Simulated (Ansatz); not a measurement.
# InAs (F-43m) in Ansatz: equation of state

How stiff is InAs in PBE, and what volume does it want? The cell is scaled to several volumes.

Everything below comes from runs of Ansatz 0.2.0. Logs are shortened: lines on timing, memory, paths and dates and some standing lists are left out, and cuts for length are marked.

### 1 The structure

The structure is cubic, space group F-43m (No. 216). Conventional cell: a = 6.036 Å, b = 6.036 Å, c = 6.036 Å, α = 90.00°, β = 90.00°, γ = 90.00°. In (site symmetry -43m) is surrounded by 4 As at 2.61 Å. As (site symmetry -43m) is surrounded by 4 In at 2.61 Å.

### 2 Single point, PBE, 25.84 Å³/atom (volume scaled by 0.94)

Contents of input.yaml:

```yaml
crystal:
  lattice:
    - [0.0, 2.9563908761, 2.9563908761]
    - [2.9563908761, 0.0, 2.9563908761]
    - [2.9563908761, 2.9563908761, 0.0]
  atoms:
    - { symbol: In, position: [0.0, 0.0, 0.0] }
    - { symbol: As, position: [0.75, 0.75, 0.75] }
hamiltonian:
  xc: pbe
  pseudopotentials: { kind: paw }
kpoints:
  mp_grid: { grid: [8, 8, 8] }
scf:
  occupations: { method: fermi_dirac, width: 0.05 }
output:
  forces: true
  stress: true
  eigenvalues: true
```

Potentials or basis: Ansatz PAW.

Started as:

```sh
$ ansatz run input.yaml --threads 1 --pin off --max-ram 2560MiB --backend cpu --events-out ev --progress --plain --runs-dir out
```

What it wrote:

```text
Warning: RAYON_NUM_THREADS=1 ignored (pool sized by the plan → 1); use --threads N
Engine: ansatz 0.2.0, aarch64-unknown-linux-gnu
Pseudopotentials: kind: paw
Pseudopotential: In, paw, valence charge 13, recommended cutoff 420 eV (normal), In.paw.azcp
Pseudopotential: As, paw, valence charge 15, recommended cutoff 420 eV (normal), As.paw.azcp
Functional definition: PBE
  parameter kappa = 0.804
  parameter beta = 0.06672455060314922
  exchange = pbe_x(kappa = kappa, mu = beta*pi^2/3)
  correlation = pbe_c(beta = beta)
Crystal: 2 atoms, lattice volume = 51.679 Å³
Basis set: ecut = 420 eV, 965 PW (Γ), exchange–correlation on 60×60×60 points (8 copies of the dense FFT grid, shifted against one another)
Bands: 18, of which v1, the nominal top of the filled ones, is band 14 counted from 1 (13 counted from 0)
Symmetry: 24 space group operations
Space group: F-43m (ITA 216), of the structure as read, at distance tolerance 3.7e-5 Å
k-points: 29 of 512 (time reversal used)
Non-local potential: In, projectors of the file, l = 0: 2, l = 1: 2, l = 2: 2, l = 3: 2
Non-local potential: As, projectors of the file, l = 0: 2, l = 1: 2, l = 2: 3, l = 3: 1
PAW form: soft (Blöchl's): semilocal exchange-correlation on the pseudo side does not see the compensation charge
PAW one-centre angular grid: In, 590 points (default); XC on 64 Gauss nodes
PAW one-centre angular grid: As, 590 points (default); XC on 64 Gauss nodes
Initial density: superposition of atomic densities (neutral atoms: chi_scale 0, normalization atom), corrected by the library's trained network
Initial wavefunctions: pseudopotential atomic-orbital guess
Functional: x = pbe(κ = 0.804, μ = 0.2195149727645171), c = pbe(β = 0.06672455060314922)
SCF iter   1: F=—  HF=-10454.280752 eV  |F-HF|=—  |Δ(HF+E_count)|=         —  Δρ=2.14e-3  dr2=4.80e-3  ethr=1.77e-3  ⟨swp⟩=6.0  Hψ=2572  notcnv=0
preconditioner: auto → none  [insulator: Δε(μ)=0.129 eV  Ē_g=15.063 eV  σ=0.050 eV  W_gap=0.51  n_scr=14 (ndim 8)  ℏωp=21.9 eV  f_vac=0.084  D(μ)=0.04/eV (n_scr^D=0)  ε∞_Penn≈3.1]
SCF iter   2: F=—  HF=-10454.278355 eV  |F-HF|=—  |Δ(HF+E_count)|=   2.40e-3  Δρ=8.59e-4  dr2=3.76e-4  ethr=1.71e-5  ⟨swp⟩=2.0  Hψ=1123  notcnv=0
SCF iter   3: F=—  HF=-10454.278269 eV  |F-HF|=—  |Δ(HF+E_count)|=   8.60e-5  Δρ=2.43e-4  dr2=3.23e-5  ethr=1.34e-6  ⟨swp⟩=2.0  Hψ=784  notcnv=0
SCF iter   4: F=—  HF=-10454.278289 eV  |F-HF|=—  |Δ(HF+E_count)|=   2.00e-5  Δρ=8.79e-5  dr2=3.63e-6  ethr=1.16e-7  ⟨swp⟩=2.0  Hψ=638  notcnv=0
SCF iter   5: F=—  HF=-10454.278293 eV  |F-HF|=—  |Δ(HF+E_count)|=   4.79e-6  Δρ=2.49e-5  dr2=3.33e-7  ethr=1.30e-8  ⟨swp⟩=2.0  Hψ=929  notcnv=0
SCF iter   6: F=-10454.278293 eV  HF=-10454.278293 eV  |F-HF|=1.70e-9  |Δ(HF+E_count)|=   1.26e-7  Δρ=4.00e-6  dr2=5.95e-9  ethr=3.57e-10  ⟨swp⟩=5.8  Hψ=2434  notcnv=0
SCF 1 converged in 6 iterations: F = -10454.278293 eV  dr2 = 5.95e-9
SCF converged after 6 iterations
Free energy (F): -10454.278293 eV
Harris-Foulkes:  -10454.278293 eV  (|F-HF|=1.70e-9)
Internal energy: -10454.277936 eV  (E = F + TS)
E sigma→0 (E₀):  -10454.278115 eV
Entropy (-TS):   -0.000357 eV (-0.179 meV/atom)
Fermi energy:    8.898964 eV
--- Per-component energies (eV) ---
  E_band       = -289.443702
  E_kinetic    = 349.345035
  E_local      = -3183.887759  (includes V_loc(G=0)·N_el)
  E_nonlocal   = -303.171386
  E_hartree    = 1550.422966
  E_xc         = -295.674239
  E_vxc        = -180.177976  (∫ρ·V_xc dr)
  E_paw        = -5990.835592  (= ΣΔE_a)
  E_vpaw       = -72.400985  (= ΣTr[D̂ρ^β])
  E_aug_tail   = 0.000033  (compensation charges beyond the density's cutoff)
  E_ewald      = -2580.476995
  E_smearing   = -0.000357  (= −TS)
  E_closure    = 0.000000  (closes the sum)
  Σ components = -10454.278293   (vs F -10454.278293, Δ=0.00e0)
--- Forces (eV/Å), atoms counted from 1 ---
  atom   1  In    -0.00000000    -0.00000000    -0.00000000
  atom   2  As     0.00000000    -0.00000000    -0.00000000
  max |Σ_I F_I| component: 1.85e-16 eV/Å
--- Stress (GPa, compression-positive) ---
        9.079075      -0.000000      -0.000000
       -0.000000       9.079075       0.000000
       -0.000000       0.000000       9.079075
  P = ⅓ Tr σ = 9.0791 GPa (90.791 kbar)
--- Band table (eV; the first three rows and the last of 29) ---
  k-point 0: bands = ["-26.2722", "-26.2722", "-26.2722", "-26.2621", "-26.2621", "-5.7564", "-5.7564", "-5.7564", "-5.5997", "-5.5997", "-3.5354", "8.7883", "8.7883", "8.7883", "8.9354", "12.7303", "12.7303", "12.7303"]
  k-point 1: bands = ["-26.2722", "-26.2722", "-26.2722", "-26.2621", "-26.2621", "-5.7841", "-5.7489", "-5.7489", "-5.6000", "-5.6000", "-3.3523", "6.9349", "8.5732", "8.5732", "10.1128", "12.9410", "13.0357", "13.0357"]
  k-point 2: bands = ["-26.2723", "-26.2721", "-26.2721", "-26.2620", "-26.2620", "-5.8446", "-5.7329", "-5.7329", "-5.5985", "-5.5985", "-2.8511", "4.9616", "8.1548", "8.1548", "10.2093", "13.4901", "13.4901", "14.1644"]
  k-point 28: bands = ["-26.2722", "-26.2722", "-26.2716", "-26.2621", "-26.2616", "-5.9607", "-5.6918", "-5.6636", "-5.6195", "-5.5905", "-1.1601", "2.8162", "5.5461", "5.6146", "13.1013", "13.2928", "13.9749", "14.9075"]
```

Run time: 2.4 s. Hardware: 1 thread of Arm Neoverse V2, shared host; peak memory 0.32 GiB.

Results:

| Item | Value |
| --- | --- |
| Free energy | -10454.2783 eV |
| Pressure | 9.1 GPa |
| Band gap on the k mesh | 0.15 eV, direct |

Caveat: spin-orbit coupling is left out, which moves the levels of the heavy elements.

### 3 Single point, PBE, 26.39 Å³/atom (volume scaled by 0.96)

Edit input.yaml of step 2 so:

```diff
@@ -2,5 +2,5 @@
   lattice:
-    - [0.0, 2.9563908761, 2.9563908761]
-    - [2.9563908761, 0.0, 2.9563908761]
-    - [2.9563908761, 2.9563908761, 0.0]
+    - [0.0, 2.9772112161, 2.9772112161]
+    - [2.9772112161, 0.0, 2.9772112161]
+    - [2.9772112161, 2.9772112161, 0.0]
   atoms:
```

Potentials or basis: Ansatz PAW.

Started as:

```sh
$ ansatz run input.yaml --threads 1 --pin off --max-ram 2560MiB --backend cpu --events-out ev --progress --plain --runs-dir out
```

Run time: 2.5 s. Hardware: 1 thread of Arm Neoverse V2, shared host; peak memory 0.32 GiB.

Results (log left out):

```
Free energy            : -10454.3344 eV
Pressure               : 7.3 GPa
Band gap on the k mesh : none (metal or under the smearing width)
```

### 4 Single point, PBE, 26.94 Å³/atom (volume scaled by 0.98)

Edit input.yaml of step 3 so:

```diff
@@ -2,5 +2,5 @@
   lattice:
-    - [0.0, 2.9772112161, 2.9772112161]
-    - [2.9772112161, 0.0, 2.9772112161]
-    - [2.9772112161, 2.9772112161, 0.0]
+    - [0.0, 2.9977443561, 2.9977443561]
+    - [2.9977443561, 0.0, 2.9977443561]
+    - [2.9977443561, 2.9977443561, 0.0]
   atoms:
```

Started as:

```sh
$ ansatz run input.yaml --threads 1 --pin off --max-ram 2560MiB --backend cpu --events-out ev --progress --plain --runs-dir out
```

Run time: 2.5 s. Hardware: 1 thread of Arm Neoverse V2, shared host; peak memory 0.33 GiB.

The run converged. Its results:

```
Free energy            : -10454.3791 eV
Pressure               : 5.7 GPa
Band gap on the k mesh : none (metal or under the smearing width)
```

### 5 Single point, PBE, 27.49 Å³/atom

Edit input.yaml of step 4 so:

```diff
@@ -2,5 +2,5 @@
   lattice:
-    - [0.0, 2.9977443561, 2.9977443561]
-    - [2.9977443561, 0.0, 2.9977443561]
-    - [2.9977443561, 2.9977443561, 0.0]
+    - [0.0, 3.018, 3.018]
+    - [3.018, 0.0, 3.018]
+    - [3.018, 3.018, 0.0]
   atoms:
@@ -19 +19,5 @@
   eigenvalues: true
+  write_density: true
+  write_potential: true
+  elf: true
+  volumetric_format: npy
```

Potentials or basis: Ansatz PAW.

Started as:

```sh
$ ansatz run input.yaml --threads 1 --pin off --max-ram 2560MiB --backend cpu --events-out ev --progress --plain --runs-dir out
```

What it wrote:

```text
Warning: RAYON_NUM_THREADS=1 ignored (pool sized by the plan → 1); use --threads N
[... 9 set-up lines as earlier in the session ...]
Crystal: 2 atoms, lattice volume = 54.978 Å³
Basis set: ecut = 420 eV, 1067 PW (Γ), exchange–correlation on 60×60×60 points (8 copies of the dense FFT grid, shifted against one another)
Bands: 18, of which v1, the nominal top of the filled ones, is band 14 counted from 1 (13 counted from 0)
[... 1 set-up line as earlier in the session ...]
Space group: F-43m (ITA 216), of the structure as read, at distance tolerance 3.8e-5 Å
k-points: 29 of 512 (time reversal used)
[... 8 set-up lines as earlier in the session ...]
SCF iter   1: F=—  HF=-10454.416336 eV  |F-HF|=—  |Δ(HF+E_count)|=         —  Δρ=2.35e-3  dr2=6.56e-3  ethr=1.77e-3  ⟨swp⟩=6.0  Hψ=2563  notcnv=0
preconditioner: auto → none  [insulator: Δε(μ)=0.941 eV  Ē_g=14.778 eV  σ=0.050 eV  W_gap=0.72  n_scr=14 (ndim 8)  ℏωp=21.2 eV  f_vac=0.106  D(μ)=0.06/eV (n_scr^D=0)  ε∞_Penn≈3.1]
SCF iter   2: F=—  HF=-10454.413473 eV  |F-HF|=—  |Δ(HF+E_count)|=   2.86e-3  Δρ=1.01e-3  dr2=5.78e-4  ethr=2.34e-5  ⟨swp⟩=2.0  Hψ=1129  notcnv=0
SCF iter   3: F=—  HF=-10454.413344 eV  |F-HF|=—  |Δ(HF+E_count)|=   1.29e-4  Δρ=2.92e-4  dr2=5.43e-5  ethr=2.06e-6  ⟨swp⟩=2.0  Hψ=784  notcnv=0
SCF iter   4: F=—  HF=-10454.413382 eV  |F-HF|=—  |Δ(HF+E_count)|=   3.76e-5  Δρ=1.00e-4  dr2=5.60e-6  ethr=1.94e-7  ⟨swp⟩=2.0  Hψ=638  notcnv=0
SCF iter   5: F=—  HF=-10454.413390 eV  |F-HF|=—  |Δ(HF+E_count)|=   7.80e-6  Δρ=3.18e-5  dr2=5.95e-7  ethr=2.00e-8  ⟨swp⟩=2.0  Hψ=929  notcnv=0
SCF iter   6: F=-10454.413390 eV  HF=-10454.413390 eV  |F-HF|=5.48e-9  |Δ(HF+E_count)|=   1.04e-7  Δρ=5.34e-6  dr2=1.15e-8  ethr=3.57e-10  ⟨swp⟩=9.6  Hψ=3951  notcnv=0
SCF 1 converged in 6 iterations: F = -10454.413390 eV  dr2 = 1.15e-8
  Residual-converged pass: ⟨swp⟩=1.1  Hψ=642  notcnv=0  max |occ|·‖R‖ = 7.1e-9 eV (tolerance 1.0e-8 eV)  dr2=1.15e-8  dr2_onsite=3.07e-8  max |Δocc| = 3.3e-11
SCF converged after 6 iterations
Free energy (F): -10454.413390 eV
Harris-Foulkes:  -10454.413390 eV  (|F-HF|=5.48e-9)
Internal energy: -10454.412841 eV  (E = F + TS)
E sigma→0 (E₀):  -10454.413115 eV
Entropy (-TS):   -0.000548 eV (-0.274 meV/atom)
Fermi energy:    7.970398 eV
--- Per-component energies (eV) ---
  E_band       = -309.880634
  E_kinetic    = 347.392652
  E_local      = -3267.660630  (includes V_loc(G=0)·N_el)
  E_nonlocal   = -303.266843
  E_hartree    = 1582.486420
  E_xc         = -294.805638
  E_vxc        = -178.992881  (∫ρ·V_xc dr)
  E_paw        = -5990.759420  (= ΣΔE_a)
  E_vpaw       = -72.331154  (= ΣTr[D̂ρ^β])
  E_aug_tail   = 0.000035  (compensation charges beyond the density's cutoff)
  E_ewald      = -2527.799418
  E_smearing   = -0.000548  (= −TS)
  E_closure    = -0.000000  (closes the sum)
  Σ components = -10454.413390   (vs F -10454.413390, Δ=0.00e0)
--- Forces (eV/Å), atoms counted from 1 ---
  atom   1  In    -0.00000000    -0.00000000     0.00000000
  atom   2  As     0.00000000    -0.00000000     0.00000000
  max |Σ_I F_I| component: 2.01e-16 eV/Å
--- Stress (GPa, compression-positive) ---
        4.291896      -0.000000       0.000000
        0.000000       4.291896       0.000000
       -0.000000       0.000000       4.291896
  P = ⅓ Tr σ = 4.2919 GPa (42.919 kbar)
--- Band table (eV; the first three rows and the last of 29) ---
  k-point 0: bands = ["-27.0527", "-27.0527", "-27.0527", "-27.0447", "-27.0447", "-6.4759", "-6.4759", "-6.4759", "-6.3479", "-6.3479", "-3.9771", "7.7517", "7.9221", "7.9221", "7.9221", "11.8424", "11.8424", "11.8424"]
  k-point 1: bands = ["-27.0527", "-27.0527", "-27.0527", "-27.0446", "-27.0446", "-6.4967", "-6.4699", "-6.4699", "-6.3480", "-6.3480", "-3.8139", "6.0425", "7.7287", "7.7287", "9.0419", "11.9984", "12.1243", "12.1243"]
  k-point 2: bands = ["-27.0527", "-27.0526", "-27.0526", "-27.0446", "-27.0446", "-6.5434", "-6.4570", "-6.4570", "-6.3467", "-6.3467", "-3.3673", "4.2190", "7.3476", "7.3476", "9.1850", "12.5596", "12.5596", "13.1050"]
  k-point 28: bands = ["-27.0527", "-27.0527", "-27.0522", "-27.0446", "-27.0443", "-6.6394", "-6.4244", "-6.4001", "-6.3636", "-6.3398", "-1.8932", "2.2131", "4.9524", "5.0343", "12.1613", "12.2212", "12.9436", "14.0177"]
```

rho_z.tsv:

```text
# z_ang	rho[e/angstrom^3]
# format = ansatz-planar-average/11
# lattice	0.000000000	3.018000000	3.018000000
# lattice	3.018000000	0.000000000	3.018000000
# lattice	3.018000000	3.018000000	0.000000000
# sites	2
# site	49	0.000000000	0.000000000	0.000000000
# site	33	4.527000000	4.527000000	4.527000000
0.000000	8.503834e-1
0.142270	7.894550e-1
0.284540	6.766279e-1
0.426810	5.368979e-1
0.569080	3.979764e-1
0.711349	2.803645e-1
[... 22 lines left out ...]
3.983557	8.178019e-1
4.125827	8.525068e-1
```

Wall time 3.7 s (1 thread of Arm Neoverse V2, shared host); peak memory 0.33 GiB.

What came out:

```yaml
Free_energy: -10454.4134 eV
Pressure: 4.3 GPa
Band_gap_on_the_k_mesh: none (metal or under the smearing width)
```

### 6 Single point, PBE, 28.04 Å³/atom (volume scaled by 1.02)

Edit input.yaml of step 5 so:

```diff
@@ -2,5 +2,5 @@
   lattice:
-    - [0.0, 3.018, 3.018]
-    - [3.018, 0.0, 3.018]
-    - [3.018, 3.018, 0.0]
+    - [0.0, 3.0379873375, 3.0379873375]
+    - [3.0379873375, 0.0, 3.0379873375]
+    - [3.0379873375, 3.0379873375, 0.0]
   atoms:
@@ -19,5 +19 @@
   eigenvalues: true
-  write_density: true
-  write_potential: true
-  elf: true
-  volumetric_format: npy
```

Potentials or basis: Ansatz PAW.

Started as:

```sh
$ ansatz run input.yaml --threads 1 --pin off --max-ram 2560MiB --backend cpu --events-out ev --progress --plain --runs-dir out
```

Wall time 2.6 s (1 thread of Arm Neoverse V2, shared host); peak memory 0.33 GiB.

It converged, with:

- Free energy: -10454.4384 eV
- Pressure: 3.0 GPa
- Band gap on the k mesh: none (metal or under the smearing width)

### 7 Single point, PBE, 28.59 Å³/atom (volume scaled by 1.04)

Edit input.yaml of step 6 so:

```diff
@@ -2,5 +2,5 @@
   lattice:
-    - [0.0, 3.0379873375, 3.0379873375]
-    - [3.0379873375, 0.0, 3.0379873375]
-    - [3.0379873375, 3.0379873375, 0.0]
+    - [0.0, 3.0577150807, 3.0577150807]
+    - [3.0577150807, 0.0, 3.0577150807]
+    - [3.0577150807, 3.0577150807, 0.0]
   atoms:
```

Started as:

```sh
$ ansatz run input.yaml --threads 1 --pin off --max-ram 2560MiB --backend cpu --events-out ev --progress --plain --runs-dir out
```

It took 2.6 s on 1 thread of Arm Neoverse V2, shared host; peak memory 0.33 GiB.

It converged, with:

```yaml
Free_energy: -10454.4549 eV
Pressure: 1.8 GPa
Band_gap_on_the_k_mesh: none (metal or under the smearing width)
```

### 8 Single point, PBE, 29.14 Å³/atom (volume scaled by 1.06)

Edit input.yaml of step 7 so:

```diff
@@ -2,5 +2,5 @@
   lattice:
-    - [0.0, 3.0577150807, 3.0577150807]
-    - [3.0577150807, 0.0, 3.0577150807]
-    - [3.0577150807, 3.0577150807, 0.0]
+    - [0.0, 3.0771914981, 3.0771914981]
+    - [3.0771914981, 0.0, 3.0771914981]
+    - [3.0771914981, 3.0771914981, 0.0]
   atoms:
@@ -19 +19,5 @@
   eigenvalues: true
+  write_density: true
+  write_potential: true
+  elf: true
+  volumetric_format: npy
```

Started as:

```sh
$ ansatz run input.yaml --threads 1 --pin off --max-ram 2560MiB --backend cpu --events-out ev --progress --plain --runs-dir out
```

Wall time 3.8 s (1 thread of Arm Neoverse V2, shared host); peak memory 0.34 GiB.

Results (log left out):

```
Free energy            : -10454.4639 eV
Pressure               : 0.8 GPa
Band gap on the k mesh : none (metal or under the smearing width)
```

### 9 Equation of state, PBE

Potentials or basis: Ansatz PAW.

No new run: the results of the series are fitted here.

Results:

- Equilibrium volume: 29.59 Å³/atom (rough: see the caveat)
- Bulk modulus: 49 GPa (rough)

Energy against volume, from the lowest point:
```csv
volume (Å³/atom),energy (meV/atom)
25.840,92.78
26.389,64.71
26.939,42.38
27.489,25.24
28.039,12.76
28.588,4.49
29.138,0.00
```

Caveat: the minimum lies outside the volumes run.
